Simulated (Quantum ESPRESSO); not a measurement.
Nb:

```
CELL_PARAMETERS angstrom
-1.66395 1.66395 1.66395
1.66395 -1.66395 1.66395
1.66395 1.66395 -1.66395
ATOMIC_POSITIONS crystal
Nb 0.00000 0.00000 0.00000
```

```yaml
Program: Quantum ESPRESSO 7.5
Task: phonon dispersion
Functional: LDA
Potentials_or_basis: GBRV 1.5 LDA
Cutoff: 612 eV
Density_cutoff: 4898 eV
k_mesh: 12 × 12 × 12
Occupations: cold, width 0.2 eV
Spin: no spin polarisation
Form_of_the_LDA_correlation: PZ81
Mixing_beta: 0.5
Most_SCF_iterations: 120
SCF_threshold: 2e-10 Ry
q_mesh: 3 × 3 × 3
```

The cell and the atoms were relaxed first, to 17.11 Å³/atom (a = 2.812 Å, b = 2.812 Å, c = 2.812 Å, α = 109.47°, β = 109.47°, γ = 109.47°), and the response was taken there.

**Question.** Is this structure dynamically stable at this level, and how far does the spectrum reach?

**Answer.** Yes, as far as this q mesh shows: no mode on the path is imaginary. The highest frequency is 216 cm⁻¹.

Phonon frequencies at the corners of the path (cm⁻¹, interpolated; i marks imaginary ones):
```csv
point,frequencies
Γ,0 0 0
H,214 214 214
N,120 131 195
P,148 148 148
```

Harmonic thermodynamics per atom at this volume (zero-point energy 27.5 meV, Debye temperature from the second moment 283 K):
| T (K) | free energy (meV) | entropy (k_B) | heat capacity Cv (k_B) |
| --- | --- | --- | --- |
| 50 | 27.2 | 0.32 | 0.88 |
| 100 | 23.6 | 1.36 | 2.08 |
| 200 | 4.0 | 3.06 | 2.72 |
| 298.15 | -26.9 | 4.18 | 2.87 |
| 500 | -113.8 | 5.69 | 2.95 |
| 800 | -280.2 | 7.08 | 2.98 |

Phonon states per cell in windows of 10 cm⁻¹ (negative: imaginary):
```csv
from (cm⁻¹),total
0,0.00
10,0.00
20,0.00
30,0.01
40,0.01
50,0.02
60,0.02
70,0.03
80,0.05
90,0.07
100,0.11
110,0.28
120,0.42
130,0.33
140,0.27
150,0.23
160,0.24
170,0.23
180,0.23
190,0.22
200,0.16
210,0.07
```

Caveat: the q mesh is small, so phonon branches between its points and thermal values are rough.
